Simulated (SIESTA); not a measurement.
**MnS in SIESTA: the effect of Hubbard term**

Crystal: MnS.

```
Mn S
1.0
     0.00000    2.60450    2.60450
     2.60450    0.00000    2.60450
     2.60450    2.60450    0.00000
Mn S
1 1
Direct
  0.00000 0.00000 0.00000
  0.50000 0.50000 0.50000
```

Alike in all runs:

| Quantity | Value |
| --- | --- |
| Program | SIESTA 5.4.2 |
| Task | density of states |
| Functional | PBEsol |
| Potentials or basis | PseudoDojo 0.4 standard (PBEsol files) |
| Basis | DZP (energy shift 0.003 Ry; two zetas on semicore shells) |
| Grid cutoff | 800 Ry |
| Energy shift | 0.003 Ry |
| k mesh | 7 × 7 × 7 |
| Occupations | fermi-dirac, width 0.05 eV |
| Spin | collinear spin, ferromagnetic start |
| Starting moments | [4.0, 0.0] μB |
| Hubbard projector method | 1 |
| U from the first cycle | yes |
| broadening (eV) | 0.05 eV |
| window from (eV) | -10 eV |
| window to (eV) | 10 eV |

```tsv
Hubbard term	gap on the mesh (eV)	pressure (GPa)	moment (μB)
none	?	?	?
Mn d U = 2 eV	none	-0.7	4.97
Mn d U = 4 eV	0.78	1.9	5.00
Mn d U = 6 eV	1.45	3.8	5.00
```

Question: What does the run with Hubbard term none give?

Answer: gap on the mesh none; pressure -6.5 GPa; moment 4.71 μB.

Worked out: A straight line through the other rows of the pressure, of slope 1.13 GPa per eV, extrapolates to -2.8 GPa, against the run's -6.5. The fit is too stiff a form for this range. A straight line through the other rows of the moment, of slope 0.0075 μB per eV, extrapolates to 4.96 μB, against the run's 4.71. The fit is too stiff a form for this range.

Caveats: short orbitals over semicore shells can move pressures by several GPa; the basis of atomic orbitals isn't converged, which shifts pressures, moduli and gaps; a cell with one magnetic atom can't hold antiferromagnetic order, which such compounds often take; an odd mesh through Γ misses points on the zone boundary, where band edges often lie (some runs); semilocal functionals often make such compounds metallic where correlation or magnetic order opens a gap, which also shifts bond lengths (some runs).

A gap of «none» marks a metal or a gap under the smearing width.
